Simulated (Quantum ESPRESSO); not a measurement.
Runs of Quantum ESPRESSO 7.5 on MnSi. The structure is cubic, space group F-43m (No. 216). Conventional cell: a = 5.054 Å, b = 5.054 Å, c = 5.054 Å, α = 90.00°, β = 90.00°, γ = 90.00°. Around Mn (site symmetry -43m) lie 4 Si at 2.19 Å. Si (site symmetry -43m) has 4 Mn at 2.19 Å as nearest neighbours. The cell was built by a generator and needn't be a form met in nature.

```csv
level,potentials or basis,form of the LDA correlation,gap on the mesh (eV),pressure (GPa),moment (μB)
WC,GBRV 1.5 PBE,-,none,-0.1,2.37
LDA,GBRV 1.5 LDA,PZ81,none,-0.1,2.16
PBEsol,GBRV 1.5 PBEsol,-,none,-0.1,(b)
PBE,GBRV 1.5 PBE,-,none,-0.1,2.56
PW91,GBRV 1.5 PBE,-,none,-0.1,(a)
```

Alike in all rows: task phonons; spin collinear, ferromagnetic start; cell relaxed; k mesh 6 × 6 × 6; cutoff (eV) 612; smearing cold 0.2 eV.

Question: Estimate the missing entries.

Answer: (a) 2.55; (b) 2.36.

Caveats: the mesh is thin for the phonons of a metal; the potentials were made for another functional, which shifts forces and pressure (some runs).

A gap of «none» marks a metal or a gap under the smearing width.
